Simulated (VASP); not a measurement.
MoS2, 3 atoms in the cell. The cell holds a sheet with vacuum, 3 atoms: a = 3.192 Å, b = 3.192 Å, c = 21.130 Å, α = 90.00°, β = 90.00°, γ = 120.00°. The cell was built by a generator and needn't be a form met in nature.

```yaml
Program: VASP 6.6.1
Task: single point
Functional: LDA
Potentials_or_basis: VASP PAW LDA potentials, release 64 (S, Mo_sv)
Cutoff: 520 eV
k_mesh: 12 × 12 × 1
Occupations: fermi-dirac, width 0.05 eV
Spin: no spin polarisation
Further_INCAR_settings: ALGO = Normal; EDIFF = 1e-07
```

Potentials or basis: VASP PAW LDA potentials, release 64 (S, Mo_sv).

Run with:

```console
$ cat potpaw_LDA.64/S/POTCAR potpaw_LDA.64/Mo_sv/POTCAR > POTCAR
$ mpirun -np 1 vasp_std > vasp.out
```

Hardware: 1 thread of AMD EPYC 9R45 (Zen 5), on a shared host.

Question: Estimate the wall time of this run.

Answer: It took 52 s on 1 thread of AMD EPYC 9R45 (Zen 5), with other jobs on the host, peak memory 0.22 GiB. Counts: scf iterations 24, k points 19.
